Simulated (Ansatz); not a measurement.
# AlN: the cost of one run

Computed with Ansatz 0.2.0 (DFT LDA, scalar-relativistic, unless a step's input says otherwise).

**1. Starting point**

It takes space group Fm-3m (No. 225, cubic). Conventional cell: a = 3.956 Å, b = 3.956 Å, c = 3.956 Å, α = 90.00°, β = 90.00°, γ = 90.00°. Around Al (site symmetry m-3m) lie 6 N at 1.98 Å. Around N (site symmetry m-3m) lie 6 Al at 1.98 Å.

Coordinates:

```cif
data_structure
_symmetry_space_group_name_H-M 'Fm-3m'
_symmetry_Int_Tables_number 225
_cell_length_a 3.9560
_cell_length_b 3.9560
_cell_length_c 3.9560
_cell_angle_alpha 90.000
_cell_angle_beta 90.000
_cell_angle_gamma 90.000
_cell_volume 61.91
loop_
_atom_site_label
_atom_site_type_symbol
_atom_site_symmetry_multiplicity
_atom_site_Wyckoff_symbol
_atom_site_fract_x
_atom_site_fract_y
_atom_site_fract_z
_atom_site_occupancy
Al1 Al 4 a 0.00000 0.00000 0.00000 1
N1 N 4 b 0.50000 0.00000 0.00000 1
```

The file gives the conventional cell by its symmetry; the runs use the cell typed in the input.

Atoms are numbered in the order of the input: Al1, N2.

**2. After the deformation**

Space group Fm-3m before, I4/mmm after.

**3. All-electron LAPW**

File input.yaml:

```yaml
crystal:
  lattice:
    - [0.0, 2.01756, 1.978]
    - [2.01756, 0.0, 1.978]
    - [2.01756, 2.01756, 0.0]
  atoms:
    - { symbol: Al, position: [0.0, 0.0, 0.0] }
    - { symbol: "N", position: [0.5, 0.5, 0.5] }
kpoints:
  mp_grid: { grid: [12, 12, 12] }
  band_path:
    path:
      - [0.0, 0.0, 0.0]
      - [0.0, 0.5, 0.5]
      - [0.25, 0.75, 0.5]
      - [0.0, 0.5, 0.0]
      - [0.0, 0.0, 0.0]
      - [0.5, 0.5, 0.0]
      - [0.38005, 0.61995, 0.0]
      - [-0.38005, 0.38005, 0.0]
      - [0.0, 0.0, 0.0]
    npoints: 5
scf:
  occupations: { method: fermi_dirac, width: 0.01 }
hamiltonian:
  xc: lda
  pseudopotentials: { kind: all_electron, lapw: { basis_error: 0.0005 } }
output:
  forces: true
  stress: true
  eigenvalues: true
```

Launch:

```
$ ansatz run input.yaml --threads 1 --pin off --max-ram 3072MiB --backend cpu --events-out ev --progress --plain --runs-dir out
```

**Question.** How long does this run take on 1 thread of Arm Neoverse V2, shared host, and how much memory does it need?

About 15 s, with a peak of 0.42 GiB.
